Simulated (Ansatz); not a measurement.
## BaZrO₃ (Pm-3m): PBEsol against r²SCAN

```xyz
5
Lattice="4.1806 0.0000 0.0000 0.0000 4.1806 0.0000 0.0000 0.0000 4.1806" Properties=species:S:1:pos:R:3 pbc="T T T"
Ba    0.0000    0.0000    0.0000
Zr    2.0903    2.0903    2.0903
O     0.0000    2.0903    2.0903
O     2.0903    0.0000    2.0903
O     2.0903    2.0903    0.0000
```

This cell (14.61 Å³ an atom) was relaxed by PAW under PBEsol, and each functional gets its own cell relaxed so. Quantity: dielectric response and Born charges by linear response (direction means).

Runs: (1) PBEsol, PAW on Ansatz 0.2.0's default frozen-core files (fitted under PBE), scalar-relativistic; k mesh 4×4×4, fixed occupations, cutoff 420 eV. (2) r²SCAN, PAW on Ansatz 0.2.0's default frozen-core files (fitted under PBE), scalar-relativistic; k mesh 6×6×6, fixed occupations, cutoff 500 eV.

Under PBEsol: ε∞ = 4.93, largest |Z*| = 6.10 e, ε₀ = 97.2.

Task: Which way does r²SCAN move the volume, and by how much?

Result: a = 4.205 Å, 14.87 Å³ an atom: 1.8 % larger.

Task: What does r²SCAN give for these quantities?

Result: 

```tsv
quantity	PBEsol	r²SCAN	change
ε∞	4.93	4.48	-9 %
largest |Z*|	6.10 e	6.01 e	-1 %
ε₀	97.2	54.4	-44 %
```

Known limits: frozen-core PAW files fitted under PBE, their cores solved anew for the functional of the run; zone-boundary modes aren't tested; field response not resolved by the mesh (PBEsol).
